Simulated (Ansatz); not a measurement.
# Palladium, beta-Sn type under revPBE: structure, energy and stiffness

What does revPBE give for palladium in the beta-Sn type structure? We relax it, solve it on a dense k-mesh, then scale the cell to 7 volumes from 88 to 112 % of the relaxed one and try a fit of the equation of state. The start is ferromagnetic. The k-meshes are 13×13×9 for the relaxation; 20×20×19 for the dense run; 14×14×13 for the volumes.

Method: DFT revPBE, plane waves (420 eV) with PAW, scalar-relativistic; PAW files made under PBE, frozen cores solved again for the functional, in Ansatz 0.2.0.

## 1. The starting structure

Symmetry: I4_1/amd, No. 141, tetragonal system. Conventional cell: a = 4.837 Å, b = 4.837 Å, c = 2.641 Å, α = 90.00°, β = 90.00°, γ = 90.00°. Pd (site symmetry -4m2) has 6 Pd at 2.51 to 2.64 Å as nearest neighbours.

As a file:

```xyz
2
Lattice="-2.4186 2.4186 1.3206 2.4186 -2.4186 1.3206 2.4186 2.4186 -1.3206" Properties=species:S:1:pos:R:3 pbc="T T T"
Pd    0.0000    0.0000    0.0000
Pd    0.0000    2.4186    0.6603
```

The atoms start with moments of +0.5 ×2 μB.

## 2. Relaxing cell and atoms

The input, input.yaml:

```yaml
crystal:
  lattice:
    - [-2.4185932053, 2.4185932053, 1.3205518901]
    - [2.4185932053, -2.4185932053, 1.3205518901]
    - [2.4185932053, 2.4185932053, -1.3205518901]
  atoms:
    - { symbol: Pd, position: [0.0, 0.0, 0.0], spin: 0.5 }
    - { symbol: Pd, position: [0.75, 0.25, 0.5], spin: 0.5 }
hamiltonian:
  xc: revpbe
  pseudopotentials:
    kind: paw
    azcp:
      Pd: "pseudopotentials/Pd.paw.azcp"
basis:
  ecutwfc: 420
  fft_grid_basis: typed
kpoints:
  mp_grid: { grid: [13, 13, 9], shift: [0, 0, 0] }
magnetization:
  spin_polarized: true
scf:
  occupations: { method: fermi_dirac, width: 0.05 }
relax:
  max_steps: 60
  f_tol: 0.01
  cell: {}
output:
  write_density: true
  write_potential: true
  elf: true
  volumetric_format: npy
```

Started as:

```bash
$ ansatz run input.yaml --threads 2 --pin off --max-ram 5120MiB --backend cpu --events-out ev --progress --plain --runs-dir out
```

After this run come: Single point on a dense mesh; Volume × 0.88; Volume × 0.92; Volume × 0.96; Volume × 1.0; Volume × 1.04; Volume × 1.08; Volume × 1.12.

What does the calculation give? Wanted: space group; conventional cell; volume; shortest distance; gap on the mesh; magnetic state; relative to fcc; V₀, B₀, B₀′.

As calculated:

| quantity | value |
| --- | --- |
| space group (spins left aside) | Cmcm (No. 63) |
| conventional cell | a = 2.709 Å, b = 8.870 Å, c = 2.731 Å |
| volume | 16.410 Å³/atom |
| shortest distance | 2.709 Å |
| gap on the mesh | none (levels filled in part) |
| magnetic state | non-magnetic |
| relative to fcc | +142 meV/atom |
| V₀, B₀, B₀′ | 16.399 Å³/atom, 140 GPa, 5.6 |

In words: From the guessed start the volume grew by 6.2 % in 29 steps. What began as beta-Sn type has relaxed into Cmcm. What follows belongs to that structure, not to the type named at the start. The mesh has less symmetry than the lattice, which may have let the distortion in. Against the reference form of palladium (fcc, computed apart with the same settings) it stands 142 meV/atom higher. The starting moments do not survive. No gap shows: it is a metal or semimetal at this level. The fitted modulus is 140 GPa; letting shape and positions relax at each volume could only lower it.
